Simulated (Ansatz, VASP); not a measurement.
One calculation of GaN, two programs

The input INCAR:

```
SYSTEM = GaN
PREC = Accurate
ENCUT = 520
EDIFF = 1E-6
ISMEAR = -1
SIGMA = 0.02
LREAL = .FALSE.
LASPH = .TRUE.
NELM = 80
ALGO = Normal
ISIF = 2
LWAVE = .FALSE.
LCHARG = .FALSE.
GGA = PE
NBANDS = 16
```

The input KPOINTS:

```
Automatic mesh
0
G
  10 10 10
  0 0 0
```

The input POSCAR:

```
GaN
1.0
    0.0000000000      2.2489525415      2.2377077788
    2.2489525415      0.0000000000      2.2377077788
    2.2489525415      2.2489525415      0.0000000000
Ga N
1 1
Direct
    0.0000000000      0.0000000000      0.0000000000
    0.2500000000      0.2500000000      0.2500000000
```

Input for Ansatz:

```yaml
crystal:
  lattice:
    - [0.0, 2.2489525415, 2.2377077788]
    - [2.2489525415, 0.0, 2.2377077788]
    - [2.2489525415, 2.2489525415, 0.0]
  atoms:
    - { symbol: Ga, position: [0.0, 0.0, 0.0] }
    - { symbol: "N", position: [0.25, 0.25, 0.25] }
kpoints:
  mp_grid: { grid: [10, 10, 10] }
  band_path:
    path:
      - [0.0, 0.0, 0.0]
      - [-0.5, -0.5, 0.0]
      - [-0.375, -0.375, 0.25]
      - [-0.375, 0.0, 0.375]
      - [0.0, 0.0, 0.5]
      - [-0.5, -0.25, 0.25]
    npoints: 1
hamiltonian:
  xc: pbe
scf:
  occupations: { method: fermi_dirac, width: 0.02 }
  n_extra_bands: 4
output:
  forces: true
  stress: true
  eigenvalues: true
  write_density: true
  write_potential: true
  elf: true
  volumetric_format: npy
```

Change from the starting cell: uniaxial_z strain -0.5%.

Alike in both runs: task single point; functional PBE; k mesh 10 × 10 × 10; occupations fermi-dirac, width 0.02 eV; no spin polarisation.

|  | VASP | Ansatz |
| --- | --- | --- |
| version | VASP 6.6.1 | Ansatz 0.2.0 |
| potentials or method | VASP PAW PBE potentials, release 64 (Ga_d, N) | plane waves, PAW |
| plane-wave cutoff (eV) | 520 | 420 |
| valence electrons in the cell | 18 | 18 |

Ansatz gave:

- gap on the k mesh at the Fermi level (eV): 1.77
- pressure (GPa): 7.2
- largest component of the traceless stress (GPa): 0.39

Question: What did VASP give for the same quantities?

Answer: gap on the k mesh at the Fermi level (eV): 1.78; pressure (GPa): 7.3; largest component of the traceless stress (GPa): 0.39.
